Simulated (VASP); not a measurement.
# Ca in VASP: a series of runs, part 2 of 3

VASP 6.6.1. Earlier steps stand in the parts before.

### Step 3. Single point, PBE (the clean substrate in the cell of the map)

Input file INCAR:

```
  PREC = Accurate
  ENCUT = 520
  EDIFF = 1E-7
  ISMEAR = 0
  SIGMA = 0.1
  LREAL = False
  LASPH = True
  NELM = 100
  ALGO = Fast
  ISIF = 2
  LWAVE = False
  LCHARG = False
  LDIPOL = True
  IDIPOL = 3
  DIPOL = 0.5 0.5 0.297
  GGA = PE
  NBANDS = 50
```

Input file KPOINTS:

```
regular mesh
0
Gamma
  6 6 1
```

Input file POSCAR:

```
Ca
1.0
    7.8132359333      0.0000000000      0.0000000000
   -3.9066179666      6.7664608040      0.0000000000
    0.0000000000      0.0000000000     18.4977493743
Ca
8
Direct
    0.3333333333      0.1666666667      0.2162425233
    0.3333333333      0.6666666667      0.2162425233
    0.8333333333      0.1666666667      0.2162425233
    0.8333333333      0.6666666667      0.2162425233
    0.1666666667      0.3333333333      0.3783027455
    0.1666666667      0.8333333333      0.3783027455
    0.6666666667      0.3333333333      0.3783027455
    0.6666666667      0.8333333333      0.3783027455
```

Potentials or basis: VASP PAW PBE potentials, release 64 (Ca_sv).

Command:

```sh
cat potpaw_PBE.64/Ca_sv/POTCAR > POTCAR
mpirun -np 1 vasp_std > vasp.out
```

OUTCAR:

```text
PREC = Accurate
   ENCUT = 520
   EDIFF = 1E-7
   ISMEAR = 0
   LREAL = False
   LASPH = True
   NELM = 100
   ISIF = 2
   GGA = PE

 ion  position               nearest neighbor table
   1  0.333  0.167  0.216-
   2  0.333  0.667  0.216-
   3  0.833  0.167  0.216-
   4  0.833  0.667  0.216-
   5  0.167  0.333  0.378-
   6  0.167  0.833  0.378-
   7  0.667  0.333  0.378-
   8  0.667  0.833  0.378-
[... 7 lines left out ...]
 A1 = (   7.8132359333,   0.0000000000,   0.0000000000)
 A2 = (  -3.9066179666,   6.7664608040,   0.0000000000)
 A3 = (   0.0000000000,   0.0000000000,  18.4977493743)

Analysis of symmetry for initial positions (statically):
=====================================================================
 Subroutine PRICEL returns following result:

  LATTYP: Found a hexagonal cell.
 ALAT       =     3.9066179666
 C/A-ratio  =     4.7349778075

  Lattice vectors:

 A1 = (   3.9066179666,   0.0000000000,   0.0000000000)
 A2 = (  -1.9533089833,   3.3832304020,   0.0000000000)
 A3 = (   0.0000000000,   0.0000000000,  18.4977493743)

   4 primitive cells build up your supercell.

 Routine SETGRP: Setting up the symmetry group for a
 hexagonal supercell.

 Subroutine GETGRP returns: Found 12 space group operations
 (whereof  6 operations were pure point group operations)
 out of a pool of 24 trial point group operations.

The static configuration has the point symmetry C_3v.
 The point group associated with its full space group is D_3d.

Analysis of symmetry for dynamics (positions and initial velocities):
=====================================================================
 Subroutine PRICEL returns following result:

  LATTYP: Found a hexagonal cell.
 ALAT       =     3.9066179666
 C/A-ratio  =     4.7349778075

  Lattice vectors:

 A1 = (   3.9066179666,   0.0000000000,   0.0000000000)
 A2 = (  -1.9533089833,   3.3832304020,   0.0000000000)
 A3 = (   0.0000000000,   0.0000000000,  18.4977493743)
[... 124 lines left out ...]
 non-spin polarized calculation
 RMM-DIIS sequential band-by-band and
 Gauss-broadening in eV      SIGMA  =   0.10
  energy-cutoff  :      520.00
  volume of cell :      977.94
 maximum number of plane-waves:     26463
 NGX is ok and might be reduce to    60
   NGX = 29   NGY = 29   NGZ = 69

 dipolmoment           0.000000      0.000000      0.000152 electrons x Angstroem

 number of electron      79.9999987 magnetization

 dipolmoment           0.000000      0.000000     -0.000019 electrons x Angstroem

 Free energy of the ion-electron system (eV)
  ---------------------------------------------------
  ext. energy  EPLUGINS =         0.00000000
  ---------------------------------------------------
  free energy    TOTEN  =       -12.46627146 eV

  energy without entropy =      -12.40596729  energy(sigma->0) =      -12.43611938

 E-fermi :  -0.9819     XC(G=0):  -3.5190

 val. band max:       -0.9930172469   @ k =   0.1667   0.0000   0.0000
 cond. band min:      -0.9514275893   @ k =   0.5000   0.0000   0.0000
 fundamental gap:      0.0415896576
 Fermi energy:        -0.9818975843

 k-point     1 :       0.0000    0.0000    0.0000
  band No.  band energies     occupation
      1     -43.3445      2.00000
      2     -43.3331      2.00000
      3     -43.3317      2.00000
      4     -43.3317      2.00000
      5     -43.3317      2.00000
      6     -43.3279      2.00000
[... 360 lines left out ...]
     49      -0.0189      0.00000
     50      -0.0166      0.00000

------------------------ aborting loop because EDIFF is reached ----------------------------------------

 vacuum level on the upper side and lower side of the slab       (xc-potential included)        -0.267        -0.232

  FORCE on cell =-STRESS in cart. coord.  units (eV):
  Direction    XX          YY          ZZ          XY          YZ          ZX
  --------------------------------------------------------------------------------------
  -------------------------------------------------------------------------------------
  Total        0.6391853      0.6391853     -0.0884032      0.0000000      0.0000000      0.0000000
  in kB        1.0471912      1.0471912     -0.1448329      0.0000000      0.0000000      0.0000000
  external PRESSURE =       0.6498498 kB  Pullay stress =       0.0000000 kB

 VOLUME and BASIS-vectors are now :
 -----------------------------------------------------------------------------
  energy-cutoff  :      520.00
  volume of cell :      977.94
      direct lattice vectors                 reciprocal lattice vectors
     7.813235933  0.000000000  0.000000000     0.127987944  0.073893874  0.000000000
    -3.906617967  6.766460804  0.000000000     0.000000000  0.147787747  0.000000000
     0.000000000  0.000000000 18.497749374     0.000000000  0.000000000  0.054060631

 POSITION                                       TOTAL-FORCE (eV/Angst)
 -----------------------------------------------------------------------------------
      1.95331      1.12774      4.00000         0.000000      0.000000      0.000969
     -0.00000      4.51097      4.00000         0.000000     -0.000000      0.000969
      5.85993      1.12774      4.00000         0.000000      0.000000      0.000969
      3.90662      4.51097      4.00000         0.000000     -0.000000      0.000969
      0.00000      2.25549      6.99775         0.000000      0.000000     -0.000969
     -1.95331      5.63872      6.99775        -0.000000      0.000000     -0.000969
      3.90662      2.25549      6.99775        -0.000000     -0.000000     -0.000969
      1.95331      5.63872      6.99775        -0.000000      0.000000     -0.000969
 -----------------------------------------------------------------------------------
    total drift:                               -0.000000      0.000000     -0.000390

  FREE ENERGIE OF THE ION-ELECTRON SYSTEM (eV)
  ---------------------------------------------------
  free  energy   TOTEN  =       -12.4662714559 eV

  energy  without entropy=      -12.4059672945  energy(sigma->0) =      -12.43611938

 vacuum level on the upper side and lower side of the slab         1.555         1.589
```

OSZICAR:

```text
N       E                     dE             d eps       ncg     rms          rms(c)
DAV:   1     0.577732522790E+03    0.57773E+03   -0.38173E+04   980   0.122E+03
DAV:   2     0.323755819574E+02   -0.54536E+03   -0.53565E+03   770   0.361E+02
DAV:   3    -0.659314746810E+01   -0.38969E+02   -0.38279E+02   992   0.583E+01
[... 29 lines left out ...]
RMM:  33    -0.124662708329E+02   -0.23589E-06   -0.23403E-06   756   0.275E-03    0.576E-03
RMM:  34    -0.124662710534E+02   -0.22041E-06   -0.18533E-06   808   0.283E-03    0.440E-03
RMM:  35    -0.124662712463E+02   -0.19293E-06   -0.15970E-06   738   0.226E-03    0.400E-03
RMM:  36    -0.124662713585E+02   -0.11224E-06   -0.12020E-06   576   0.172E-03    0.408E-03
RMM:  37    -0.124662714559E+02   -0.97405E-07   -0.97832E-07   524   0.151E-03
   1 F= -.12466271E+02 E0= -.12436119E+02  d E =-.603042E-01
```

Run time: 18 min. Hardware: 1 thread of Intel Xeon Platinum 8375C at 2.90GHz (Ice Lake), shared host; peak memory 1.1 GiB.

Results:

| Item | Value |
| --- | --- |
| Free energy | -12.4663 eV |
| Band gap on the k mesh | none (metal or under the smearing width) |

### Step 4. Single point, PBE (clean slab, lower half held)

Input file INCAR:

```
ALGO     = Normal         # electronic algorithm
DIPOL    = 0.5 0.5 0.494
EDIFF    = 1E-6           # SCF threshold, eV
ENCUT    = 520            # plane-wave cutoff, eV
GGA      = PE             # functional
IDIPOL   = 3            
ISIF     = 2              # what is computed and relaxed
ISMEAR   = 0              # smearing method
LASPH    = True           # aspherical terms in the spheres
LCHARG   = False          # write CHGCAR
LDIPOL   = True         
LREAL    = False          # projectors in reciprocal space
LWAVE    = False          # write WAVECAR
NBANDS   = 17             # bands
NELM     = 100            # most SCF steps
PREC     = Accurate       # precision mode
SIGMA    = 0.1            # smearing width, eV
```

Input file KPOINTS:

```
k-points
0
Gamma
  9 9 1
```

Input file POSCAR:

```
Ca
1.0
    3.9066179666      0.0000000000      0.0000000000
   -1.9533089833      3.3832304020      0.0000000000
    0.0000000000      0.0000000000     17.1897402127
Ca
2
Direct
    0.6666666667      0.3333333333      0.4072196504
    0.3333333333      0.6666666667      0.5816114293
```

Command:

```sh
cat potpaw_PBE.64/Ca_sv/POTCAR > POTCAR
mpirun -np 1 vasp_std > vasp.out
```

Run time: 50 s. Hardware: 1 thread of Intel Xeon Platinum 8375C at 2.90GHz (Ice Lake), shared host; peak memory 0.32 GiB.

The run converged. Its results:

```
Free energy            : -3.1182 eV
Largest force          : 0.005 eV/Å
Band gap on the k mesh : none (metal or under the smearing width)
```

Forces on the atoms (eV/Å):
```
Ca   0.000  0.000 -0.005
Ca   0.000  0.000  0.005
```

Levels at points of the mesh, in eV from the Fermi level:
```csv
k point,band 7,band 8,band 9,band 10,band 11,band 12,band 13,band 14
"(0.00, 0.00, 0.00)",-23.23,-23.23,-3.69,-2.21,-0.04,0.60,1.69,2.07
```

[end of part 2 of 3]
